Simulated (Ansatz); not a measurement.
# AlN (P6_3mc), a vibration from a frozen displacement

Level of theory: DFT PBE, scalar-relativistic, plane waves, PAW (Ansatz). The runs took a 420 eV cutoff, a Γ-centred 12×12×6 mesh and Gaussian smearing (0.05 eV). No spin polarisation. Energies are free energies at this smearing, counted from the undisturbed cell; pressure is positive in compression.

Zero of the scan (relaxed at this level):

```yaml
crystal:
  lattice:
    - [3.13024, 0.00000, 0.00000]
    - [-1.56512, 2.71087, 0.00000]
    - [0.00000, 0.00000, 5.01798]
  atoms:
    - { symbol: Al, position: [0.33333, 0.66667, 0.00173] }
    - { symbol: Al, position: [0.66667, 0.33333, 0.50173] }
    - { symbol: N, position: [0.33333, 0.66667, 0.38327] }
    - { symbol: N, position: [0.66667, 0.33333, 0.88327] }
```

Every Al atom is moved by x along the Cartesian unit vector (-0.823, -0.475, -0.312); the cell and all other atoms stay fixed. The cell's volume is 42.58 Å³; the moved atoms weigh 53.963 u together and the others 28.014 u.

| x (Å) | ΔE (meV/cell) | total force on the moved atoms along the move (eV/Å) | pressure (GPa) |
| --- | --- | --- | --- |
| -0.1000 | 132.67 | 2.5872 | 1.2079 |
| -0.0750 | 75.58 | 1.9762 | 0.7059 |
| -0.0500 | 34.04 | 1.3432 | 0.3343 |
| -0.0250 | 8.63 | 0.6854 | 0.0987 |
| 0.0000 | 0.00 | 0.0000 | 0.0047 |
| 0.0250 | 8.89 | -0.7164 | 0.0586 |
| 0.0500 | 36.11 | -1.4676 | 0.2671 |
| 0.0750 | 82.58 | -2.2571 | 0.6376 |
| 0.0875 | 113.35 | -2.6677 | 0.8860 |
| 0.1000 | 149.32 | -3.0898 | 1.1778 |

Question: What frequency belongs to this motion?

Answer: The force constant is k = −dF/dx = 28.037 eV/Å², from the parabola through x = -0.0250, 0 and 0.0250. In every cell the moved atoms swing against the rest, so the mass is μ = m₁m₂/(m₁ + m₂) = 18.441 u, and ν̃ = 521.5 cm⁻¹ × √(|k|/μ) = 643 cm⁻¹. The pattern needn't be a normal mode: ν̃² is then a weighted mean of the squared nonzero frequencies at the zone centre of this cell, taken without macroscopic field, so it lies between the lowest and the highest of them.

Question: How far does the harmonic law reach?

Answer: At x = -0.100 Å, kx²/2 = 140.19 meV against the computed 132.67 meV (-5.4 %): the well is still close to harmonic there.

Cost: 10 runs of about 1.9 core-minutes in all, on Arm Neoverse V1 (shared hosts).